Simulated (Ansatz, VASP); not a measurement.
## Al2Cu: VASP beside Ansatz

Contents of INCAR:

```
  PREC = Accurate
  ENCUT = 520
  EDIFF = 1E-6
  ISMEAR = 0
  SIGMA = 0.1
  LREAL = F
  LASPH = T
  NELM = 60
  ALGO = Normal
  ISIF = 2
  LWAVE = F
  LCHARG = T
  GGA = PS
  LELF = T
  LVHAR = T
  NBANDS = 16
```

Contents of KPOINTS:

```
regular mesh
0
Gamma
  6 6 6
```

The input POSCAR:

```
Al2Cu
1.0
   -2.0303375000      2.0303375000      2.8510940000
    2.0303375000     -2.0303375000      2.8510940000
    2.0303375000      2.0303375000     -2.8510940000
Al Cu
2 1
Direct
    0.7500000000      0.2500000000      0.5000000000
    0.2500000000      0.7500000000      0.5000000000
    0.5000000000      0.5000000000      0.0000000000
```

Input for Ansatz:

```yaml
crystal:
  lattice:
    - [-2.0303375, 2.0303375, 2.851094]
    - [2.0303375, -2.0303375, 2.851094]
    - [2.0303375, 2.0303375, -2.851094]
  atoms:
    - { symbol: Al, position: [0.75, 0.25, 0.5] }
    - { symbol: Al, position: [0.25, 0.75, 0.5] }
    - { symbol: Cu, position: [0.5, 0.5, 0.0] }
basis:
  ecutwfc: 420
kpoints:
  mp_grid: { grid: [6, 6, 6] }
hamiltonian:
  xc: pbesol
scf:
  occupations: { method: gaussian, width: 0.1 }
output:
  forces: true
  stress: true
  eigenvalues: true
```

The cell comes from a database or a generator and needn't be the stable form of this composition.

Alike in both runs: task single point; functional PBEsol; k mesh 6 × 6 × 6; occupations gaussian, width 0.1 eV; no spin polarisation.

|  | VASP | Ansatz |
| --- | --- | --- |
| version | VASP 6.6.1 | Ansatz 0.2.0 |
| potentials or method | VASP PAW PBE potentials, release 64 (Al, Cu) | scalar-relativistic, plane waves, PAW |
| plane-wave cutoff (eV) | 520 | 420 |
| valence electrons in the cell | 17 | 25 |

```csv
,VASP,Ansatz,Ansatz less VASP
gap on the k mesh at the Fermi level (eV),none,none,-
pressure (GPa),-0.1,-0.3,-0.13
largest component of the traceless stress (GPa),0.04,0.06,+0.016
```

A gap of «none» marks a metal or a gap that the smearing closes. The functional is the same, so the differences come from potentials, cutoffs and numerics. The two sets of potentials don't hold the same shells in valence.

Caveats: the k mesh is coarse (spacing up to 0.36 Å⁻¹), so the values aren't converged; the PAW data sets were made with another functional, which shifts forces and pressure a little (VASP).
